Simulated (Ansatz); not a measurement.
# Phase order of Ru

Structure types of Ru are relaxed in primitive cells with their symmetry kept at 0 GPa, first on PAW files, then by LAPW. The enthalpy is E + pV at zero temperature, without zero-point motion. Only the types listed were tried, and differences under about 5 meV/atom are mesh noise. Not among the end structures: fcc, which may lie lower.

All numbers are PBE results (scalar-relativistic) from Ansatz 0.2.0, with Fermi–Dirac smearing of 0.05 eV, no spin polarisation. Methods: LAPW: all electrons, basis error target 0.5 meV/atom; PAW: frozen-core files, cutoff 420 eV.

k meshes: bcc 19×19×19, hcp 17×17×10.

Q: Which type is lowest in enthalpy, and by how much?

A: hcp, 626 meV/atom below bcc. The whole table:

```tsv
start type	ends as	a, b, c (Å)	V (Å³/atom)	H − H(lowest), LAPW (meV/atom)	same, PAW
bcc	bcc, Im-3m	3.053, 3.053, 3.053	14.23	625.7	625.5
hcp	hcp, P6_3/mmc	2.721, 2.721, 4.295	13.77	0.0	0.0
```
